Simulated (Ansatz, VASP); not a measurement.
**Si in VASP and in Ansatz**

```
Si
1.0
    -1.62691    1.62691    1.32033
     1.62691   -1.62691    1.32033
     1.62691    1.62691   -1.32033
Si
1
Direct
  0.00000 0.00000 0.00000
```

This isn't the form of Si at room conditions, which is diamond.

Alike in both runs: task single point; functional LDA; k mesh 14 × 14 × 14; no spin polarisation.

```csv
,VASP,Ansatz
version,VASP 6.6.1,Ansatz 0.2.0
potentials or method,"VASP PAW LDA potentials, release 64 (Si)","plane waves, PAW"
plane-wave cutoff (eV),520,420
occupations,"methfessel-paxton of order 1, width 0.05 eV","cold, width 0.05 eV"
valence electrons in the cell,4,4
```

Ansatz gave:

| Quantity | Value |
| --- | --- |
| gap on the k mesh at the Fermi level (eV) | none |
| pressure (GPa) | -0.4 |
| largest component of the traceless stress (GPa) | 0.69 |

Question: Which values does VASP return?

Answer: gap on the k mesh at the Fermi level (eV): none; pressure (GPa): -0.3; largest component of the traceless stress (GPa): 0.70.

A gap of «none» marks a metal or a gap that the smearing closes.
